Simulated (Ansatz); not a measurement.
# The perfect armchair graphene nanoribbon (N = 12, H edges), part 2 of 4

Wanted: the relaxed geometry and the bands of the armchair graphene nanoribbon (N = 12, H edges).

Ansatz 0.2.0; DFT PBE, plane waves, PAW; relaxation of a wire's period (the session's first sound run).

So far. Step 2 (The relaxed wire): The cell's length comes to 4.290 Å with spin left out.

## (3) The perfect wire

This step: DFT PBE, plane waves, PAW; bands of a perfect wire (Ansatz 0.2.0).

At the relaxed period the bands are computed along the axis; those that cross an energy going forward count the channels that a perfect wire would open there.

Input file input.yaml:

```yaml
crystal:
  lattice:
    - [22.381, 0.0, 0.0]
    - [0.0, 7.0, 0.0]
    - [0.0, 0.0, 4.2901183453]
  atoms:
    - { symbol: C, position: [0.198434903, 0.5, 0.006819974] }
    - { symbol: C, position: [0.307158798, 0.5, 0.99996511] }
    - { symbol: C, position: [0.417438333, 0.5, 0.99950343] }
    - { symbol: C, position: [0.52760606, 0.5, 0.000246109] }
    - { symbol: C, position: [0.637501098, 0.5, 0.000604815] }
    - { symbol: C, position: [0.747798851, 0.5, 0.998692931] }
    - { symbol: C, position: [0.198434903, 0.5, 0.326513359] }
    - { symbol: C, position: [0.307158798, 0.5, 0.333368223] }
    - { symbol: C, position: [0.417438333, 0.5, 0.333829903] }
    - { symbol: C, position: [0.52760606, 0.5, 0.333087225] }
    - { symbol: C, position: [0.637501098, 0.5, 0.332728518] }
    - { symbol: C, position: [0.747798851, 0.5, 0.334640403] }
    - { symbol: H, position: [0.844352421, 0.5, 0.386774332] }
    - { symbol: H, position: [0.155647579, 0.5, 0.446559001] }
    - { symbol: C, position: [0.252201149, 0.5, 0.498692931] }
    - { symbol: C, position: [0.362498902, 0.5, 0.500604815] }
    - { symbol: C, position: [0.47239394, 0.5, 0.500246109] }
    - { symbol: C, position: [0.582561667, 0.5, 0.49950343] }
    - { symbol: C, position: [0.692841202, 0.5, 0.49996511] }
    - { symbol: C, position: [0.801565097, 0.5, 0.506819974] }
    - { symbol: C, position: [0.252201149, 0.5, 0.834640403] }
    - { symbol: C, position: [0.362498902, 0.5, 0.832728518] }
    - { symbol: C, position: [0.47239394, 0.5, 0.833087225] }
    - { symbol: C, position: [0.582561667, 0.5, 0.833829903] }
    - { symbol: C, position: [0.692841202, 0.5, 0.833368223] }
    - { symbol: C, position: [0.801565097, 0.5, 0.826513359] }
    - { symbol: H, position: [0.155647579, 0.5, 0.886774332] }
    - { symbol: H, position: [0.844352421, 0.5, 0.946559001] }
kpoints:
  mp_grid: { grid: [1, 1, 19] }
  band_path: { path: ["Γ", Z], npoints: 50 }
scf:
  occupations: { method: fermi_dirac, width: 0.05 }
hamiltonian:
  xc: pbe
output:
  dos: { e_range: [-5, 4] }
  write_potential: true
  write_density: true
  volumetric_format: npy
  elf: true
```

Command:

```console
> ansatz run input.yaml --threads 8 --pin off --max-ram 16384MiB --backend cpu --events-out ev --progress --plain --runs-dir out
```

Numbers of over 12 decimals in the logs are rounded to 6 here.

The log of the run:

```text
[...]
Crystal: 28 atoms, lattice volume = 672.120 Å³
Basis set: ecut = 420 eV, 13167 PW (Γ)
Bands: 78, of which v1, the nominal top of the filled ones, is band 50 counted from 1 (49 counted from 0)
Symmetry: 8 space group operations
[...]
k-points: 10 of 19
[...]
SCF iter   1: F=—  HF=-6085.848090 eV  |F-HF|=—  |Δ(HF+E_count)|=         —  Δρ=2.63e-3  dr2=1.48e-1  ethr=1.77e-3  ⟨swp⟩=9.7  Hψ=4685  notcnv=0  defer=140
[...]
SCF iter   8: F=-6085.815358 eV  HF=-6085.815357 eV  |F-HF|=3.60e-7  |Δ(HF+E_count)|=   8.19e-8  Δρ=4.12e-6  dr2=6.60e-8  ethr=1.00e-10  ⟨swp⟩=24.4  Hψ=5987  notcnv=0
SCF 1 converged in 8 iterations: F = -6085.815358 eV  dr2 = 6.60e-8
[...]
NSCF: frozen V_eff on 51 k-points
WARN: The output density's exchange-correlation potential varies sharply where the density is thin. Do not read a vacuum level from v_tot or v_xc, or from such a field of the output density. On a cell that repeats whose density bears no net charge and no dipole along the vacuum's axis use v_es (v_loc + v_h of the components); under efield.dipole_correction with no amplitude use v_es + v_field, which holds any externa [...]
SCF converged after 8 iterations
Free energy (F): -6085.815358 eV
[...]
Internal energy: -6085.815182 eV  (E = F + TS)
E sigma→0 (E₀):  -6085.815270 eV
Entropy (-TS):   -0.000176 eV (-0.006 meV/atom)
Fermi energy:    -0.369621 eV
[...]
--- Band table (eV; the first three rows and the last of 10) ---
  k-point 0: bands = [... 46 lower, -2.2004, -1.5574, -1.2195, -0.6729, -0.0663, 0.5034, 0.7177, 1.1409, ... 24 higher]
  k-point 1: bands = [... 46 lower, -2.3115, -1.6912, -1.2733, -0.9268, 0.1844, 0.5431, 0.8599, 1.2709, ... 24 higher]
  k-point 2: bands = [... 46 lower, -2.4790, -2.0199, -1.4228, -1.3509, 0.5999, 0.6523, 1.2143, 1.6174, ... 24 higher]
  k-point 9: bands = [... 46 lower, -3.6687, -3.4090, -2.9174, -2.7978, 1.4841, 1.6209, 2.3131, 2.6252, ... 24 higher]
```

Wall time 28 s (8 threads of Arm Neoverse V1, shared host); peak memory 3 GiB; 3.6 min of CPU time.

Numbers from this step:

```yaml
band_gap: 0.6066 eV
```

The electronic bands at the labelled points (eV, zero at the Fermi level):

```csv
point,band 47,band 48,band 49,band 50,band 51,band 52,band 53,band 54
Γ,-1.83,-1.19,-0.85,-0.30,0.30,0.87,1.09,1.51
halfway,-2.84,-2.24,-2.09,-1.75,1.53,1.84,2.16,2.91
Z,-3.17,-3.17,-2.49,-2.49,1.92,1.92,2.84,2.84
```

ELF in the ca plane at fractional y = 0.500, with atoms of C and H within 0.2 Å of it. It is the smooth field of the valence electrons, not physical close to the nuclei.

Ten even steps from '_' (0.00 × 1e-1) to '@' (9.96 × 1e-1), each cell a mean:
```
____________________________
____________________________
++..__..==####--______::**##
@@**__==@@@@@@%%==..--##@@@@
**--__::++##**--++%%**--==##
==++****==**##**------++##**
++++++++==**##**======++####
**--..::++##++--++%%**--==##
::++%%##--==**++::....==##++
**--::--++##**==++##**==++##
++======++####++++++++++**##
--++##**--++##**--..::++##++
++::....==##++::++%%##--==**
==++##**==++##**--::--++##**
++==++++++####++======++####
**--::::++##**--++##**--++##
::++%%##--==**++::....==##++
**--::::++##**==++##**==++##
++==++==++####++==++==++####
==++##**==**%%##==__::**%%**
%%--__::##@@@@@@**__--@@@@@@
::______..==++--..____::++++
____________________________
____________________________
```
Columns run along c (4.3 Å), rows up along a (22.4 Å). Atoms in or near the plane, at fractional coordinates: C at (0.01, 0.20), C at (0.00, 0.31), C at (0.00, 0.42), C at (0.00, 0.53), C at (0.00, 0.64), C at (0.00, 0.75), C at (0.33, 0.20), C at (0.33, 0.31), C at (0.33, 0.42), C at (0.33, 0.53), C at (0.33, 0.64), C at (0.33, 0.75), H at (0.39, 0.84), H at (0.45, 0.16) and more.

Valence density in the ca plane at fractional y = 0.500, with atoms of C and H within 0.2 Å of it. It is the smooth field of the valence electrons, not physical close to the nuclei.

Ten even steps from '0' (0.0 e/Å³) to '9' (1.9 e/Å³), each cell a mean:
```
00000000000000
00000000000000
00000000000000
31002552111246
31012699888997
76567995323589
75456996433589
42123798877898
98889984211379
53224898666798
64335897545699
87778984212379
42113799888998
87667985322479
75446996434589
42124798777898
98889984211379
52124798767898
75456996434689
87778983100269
10001342000143
00000000000000
00000000000000
00000000000000
```
Columns run along c (4.3 Å), rows up along a (22.4 Å). Atoms in or near the plane, at fractional coordinates: C at (0.01, 0.20), C at (0.00, 0.31), C at (0.00, 0.42), C at (0.00, 0.53), C at (0.00, 0.64), C at (0.00, 0.75), C at (0.33, 0.20), C at (0.33, 0.31), C at (0.33, 0.42), C at (0.33, 0.53), C at (0.33, 0.64), C at (0.33, 0.75), H at (0.39, 0.84), H at (0.45, 0.16) and more.

Electrostatic potential energy in the ca plane at fractional y = 0.500, with atoms of C and H within 0.2 Å of it. With pseudopotentials it is smooth inside the atoms' cores, unlike the true potential.

Ten even steps from '_' (-66 eV) to '@' (3 eV), each cell a mean:
```
@@@@@@@@@@@@@@@@@@@@@@@@@@@@
@@@@@@@@@@@@@@@@@@@@@@@@@@@@
@@@@@@@@@@@@@@@@@@@@@@@@@@@@
##@@@@@@%%++**%%@@@@@@@@##++
%%@@@@@@@@**::__::**==__..++
--++##**----==**##%%%%**++--
==**%%**==--==**##%%##**++==
##%%@@@@%%++::..--##++....==
__--**==____==%%@@@@@@%%++..
##%%@@%%##++--::==##++--::==
++##%%##**======**%%##======
..--##++....==##%%@@@@%%**::
%%@@@@@@%%++..__::**==____==
::==##++::::==##%%@@%%##++--
==**%%##++====++##%%##++====
##%%@@%%%%++::..==##++::..==
__--**==____==%%@@@@@@%%++..
##%%@@%%##++::..==##++::::==
==**%%##++====++**%%##++====
::==##++::::++%%@@@@@@%%**--
@@@@@@@@@@%%**##@@@@@@%%**##
@@@@@@@@@@@@@@@@@@@@@@@@@@@@
@@@@@@@@@@@@@@@@@@@@@@@@@@@@
@@@@@@@@@@@@@@@@@@@@@@@@@@@@
```
Columns run along c (4.3 Å; values clipped at the 3rd and 97th percentile), rows up along a (22.4 Å). Atoms in or near the plane, at fractional coordinates: C at (0.01, 0.20), C at (0.00, 0.31), C at (0.00, 0.42), C at (0.00, 0.53), C at (0.00, 0.64), C at (0.00, 0.75), C at (0.33, 0.20), C at (0.33, 0.31), C at (0.33, 0.42), C at (0.33, 0.53), C at (0.33, 0.64), C at (0.33, 0.75), H at (0.39, 0.84), H at (0.45, 0.16) and more.

The gap is 0.607 eV, with spin left out.

## (4) Another level of theory, k-mesh 1×1×14

This step: DFT LDA, plane waves, PAW; bands of a perfect wire at the PBE geometry (Ansatz 0.2.0).

The atoms stay at the PBE geometry and the functional changes. At fixed atoms LDA and the gradient-corrected functionals usually give like bands; this run checks that. Against the first PBE run of this kind, the mesh along the wire has 14 points against 19.

Edit input.yaml of step 3 so:

```diff
@@ -35,3 +35,3 @@
 kpoints:
-  mp_grid: { grid: [1, 1, 19] }
+  mp_grid: { grid: [1, 1, 14] }
   band_path: { path: ["Γ", Z], npoints: 50 }
@@ -40,8 +40,2 @@
 hamiltonian:
-  xc: pbe
-output:
-  dos: { e_range: [-5, 4] }
-  write_potential: true
-  write_density: true
-  volumetric_format: npy
-  elf: true
+  xc: lda
```

The log of the run:

```text
[...]
Crystal: 28 atoms, lattice volume = 672.120 Å³
Basis set: ecut = 420 eV, 13167 PW (Γ)
Bands: 78, of which v1, the nominal top of the filled ones, is band 50 counted from 1 (49 counted from 0)
Symmetry: 8 space group operations
[...]
k-points: 8 of 14
[...]
SCF iter   1: F=—  HF=-5892.490122 eV  |F-HF|=—  |Δ(HF+E_count)|=         —  Δρ=4.59e-3  dr2=1.91e-1  ethr=1.77e-3  ⟨swp⟩=9.8  Hψ=3703  notcnv=0  defer=114
[...]
SCF iter   8: F=-5892.454943 eV  HF=-5892.454943 eV  |F-HF|=7.19e-8  |Δ(HF+E_count)|=   3.50e-7  Δρ=3.60e-6  dr2=9.34e-8  ethr=1.00e-10  ⟨swp⟩=24.2  Hψ=4971  notcnv=0
SCF 1 converged in 8 iterations: F = -5892.454943 eV  dr2 = 9.34e-8
[...]
SCF converged after 8 iterations
Free energy (F): -5892.454943 eV
[...]
Internal energy: -5892.454695 eV  (E = F + TS)
E sigma→0 (E₀):  -5892.454819 eV
Entropy (-TS):   -0.000248 eV (-0.009 meV/atom)
Fermi energy:    -0.628364 eV
[...]
--- Band table (eV; the first three rows and the last of 8) ---
  k-point 0: bands = [... 46 lower, -2.4516, -1.8101, -1.4783, -0.9283, -0.3284, 0.2420, 0.4453, 0.8524, ... 24 higher]
  k-point 1: bands = [... 46 lower, -2.6515, -2.0475, -1.5743, -1.3292, 0.0653, 0.3106, 0.6977, 1.0878, ... 24 higher]
  k-point 2: bands = [... 46 lower, -2.7402, -2.5716, -1.9254, -1.8285, 0.4895, 0.6435, 1.2667, 1.4043, ... 24 higher]
  k-point 7: bands = [... 46 lower, -3.8011, -3.8011, -3.1098, -3.1098, 1.2407, 1.2407, 2.1684, 2.1684, ... 24 higher]
```

Run time: 25 s. Hardware: 8 threads; peak memory 2.8 GiB.

This step gave:

| Property | Result |
| --- | --- |
| energy at zero smearing | -5892.4548 eV |
| band gap | 0.5999 eV |

Electronic bands along the path, in eV, zero at the Fermi level:

```csv
point,band 47,band 48,band 49,band 50,band 51,band 52,band 53,band 54
Γ,-1.82,-1.18,-0.85,-0.30,0.30,0.87,1.07,1.48
halfway,-2.85,-2.24,-2.09,-1.75,1.51,1.81,2.14,2.89
Z,-3.17,-3.17,-2.48,-2.48,1.87,1.87,2.80,2.80
```

The gap is 0.600 eV, against 0.607 eV under PBE at the relaxed period.

## (5) Another level of theory, k-mesh 1×1×14 (run 2)

This step: DFT PBEsol, plane waves, PAW; bands of a perfect wire at the PBE geometry (Ansatz 0.2.0).

The atoms stay at the PBE geometry and the functional changes. At fixed atoms LDA and the gradient-corrected functionals usually give like bands; this run checks that. Against the first PBE run of this kind, the mesh along the wire has 14 points against 19.

Edit input.yaml of step 4 so:

```diff
@@ -40,2 +40,2 @@
 hamiltonian:
-  xc: lda
+  xc: pbesol
```

The log of the run:

```text
[...]
Crystal: 28 atoms, lattice volume = 672.120 Å³
Basis set: ecut = 420 eV, 13167 PW (Γ)
Bands: 78, of which v1, the nominal top of the filled ones, is band 50 counted from 1 (49 counted from 0)
Symmetry: 8 space group operations
[...]
k-points: 8 of 14
[...]
--- Band table (eV; the first three rows and the last of 8) ---
  k-point 0: bands = [... 46 lower, -2.2550, -1.6113, -1.2747, -0.7258, -0.1206, 0.4508, 0.6591, 1.0731, ... 24 higher]
  k-point 1: bands = [... 46 lower, -2.4544, -1.8486, -1.3718, -1.1274, 0.2747, 0.5212, 0.9120, 1.3087, ... 24 higher]
  k-point 2: bands = [... 46 lower, -2.5403, -2.3729, -1.7252, -1.6282, 0.7045, 0.8566, 1.4831, 1.6246, ... 24 higher]
  k-point 7: bands = [... 46 lower, -3.6044, -3.6044, -2.9139, -2.9139, 1.4734, 1.4734, 2.4033, 2.4033, ... 24 higher]
[key lines of the parts left out:]
SCF converged after 8 iterations
Free energy (F): -5982.523942 eV
Fermi energy:    -0.423182 eV
```

The job ended after 25 s (8 threads; peak memory 2.8 GiB).

The gap is 0.605 eV, against 0.607 eV under PBE at the relaxed period.

## (6) Levels at the same atoms, cutoff 500 eV, k-mesh 1×1×14

This step: DFT r2SCAN, plane waves, PAW; bands of a perfect wire at the PBE geometry (Ansatz 0.2.0).

The atoms stay at the PBE geometry and the functional changes. r2SCAN also reads the kinetic-energy density; it often gives larger moments and wider gaps than PBE, at a higher cost. Against the first PBE run of this kind, the cutoff is 500 eV against 420 and the mesh along the wire has 14 points against 19.

Edit input.yaml of step 5 so:

```diff
@@ -40,2 +40,2 @@
 hamiltonian:
-  xc: pbesol
+  xc: r2scan
```

The log of the run:

```text
[...]
Crystal: 28 atoms, lattice volume = 672.120 Å³
Basis set: ecut = 500 eV, 17015 PW (Γ), exchange–correlation on 720×216×128 points (64 copies of the dense FFT grid, shifted against one another)
Bands: 78, of which v1, the nominal top of the filled ones, is band 50 counted from 1 (49 counted from 0)
Symmetry: 8 space group operations
[...]
k-points: 8 of 14
[...]
--- Band table (eV; the first three rows and the last of 8) ---
  k-point 0: bands = [... 46 lower, -2.3401, -1.6558, -1.2939, -0.7142, -0.0614, 0.5421, 0.7773, 1.2303, ... 24 higher]
  k-point 1: bands = [... 46 lower, -2.5483, -1.9051, -1.3985, -1.1386, 0.3583, 0.6204, 1.0445, 1.4784, ... 24 higher]
  k-point 2: bands = [... 46 lower, -2.6379, -2.4568, -1.7717, -1.6732, 0.8222, 0.9801, 1.6511, 1.8028, ... 24 higher]
  k-point 7: bands = [... 46 lower, -3.7622, -3.7622, -3.0397, -3.0397, 1.6663, 1.6663, 2.6493, 2.6493, ... 24 higher]
[key lines of the parts left out:]
SCF converged after 9 iterations
Free energy (F): -6102.979515 eV
Fermi energy:    -0.387797 eV
```

Wall time 42 s (8 threads); peak memory 4.4 GiB; 5.2 min of CPU time.

The gap is 0.653 eV, against 0.607 eV under PBE at the relaxed period.

## (7) Comparing the runs

Times are for 8 threads of Arm Neoverse V1, shared host. The series side by side:

```csv
no.,level,band gap (eV),time,memory (GiB)
1,LDA,0.5999,25 s,2.8
2,PBEsol,0.6052,25 s,2.8
3,r2SCAN,0.6527,42 s,4.4
```

[end of part 2 of 4]

[Logs are printed without paths, hosts, clocks, repeated set-up lines and the standing remarks that a program may print on its own settings, such as how far it seeks lower states.]

[Hosts, paths, dates, database ids (printed as entryN), source tags and the programs' standing remarks are cut or masked in the printed files.]
